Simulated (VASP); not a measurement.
Si2Mo, 3 atoms in the cell. The structure is tetragonal, space group I4/mmm (No. 139). The conventional cell has a = 3.200 Å, b = 3.200 Å, c = 7.861 Å, α = 90.00°, β = 90.00°, γ = 90.00°. Around Si (site symmetry 4mm) lie 5 Si at 2.61 to 2.63 Å and 5 Mo at 2.62 Å. Mo (site symmetry 4/mmm) has 10 Si at 2.62 Å as nearest neighbours. 

```yaml
Program: VASP 6.6.1
Task: relaxation of cell and atoms
Functional: PBE
Potentials_or_basis: VASP PAW PBE potentials, release 64 (Si, Mo_sv)
Cutoff: 520 eV
k_mesh: 6 × 6 × 6
Occupations: gaussian, width 0.1 eV
Spin: no spin polarisation
Further_INCAR_settings: ALGO = Normal; EDIFF = 1e-07; IBRION = 2; EDIFFG = -0.002; NSW = 80; ISIF = 3
```

Potentials or basis: VASP PAW PBE potentials, release 64 (Si, Mo_sv).

Command:

```console
$ cat potpaw_PBE.64/Si/POTCAR potpaw_PBE.64/Mo_sv/POTCAR > POTCAR
$ mpirun -np 1 vasp_std > vasp.out
```

Hardware: 1 thread of Intel(R) Xeon(R) 6975P-C (Granite Rapids) (shared host).

Problem. How long does it take, and how much memory?

Solution. It took 69 s on 1 thread of Intel(R) Xeon(R) 6975P-C (Granite Rapids) (shared host), peak memory 0.21 GiB. Counts: scf iterations 57, k points 30, ion steps 7.
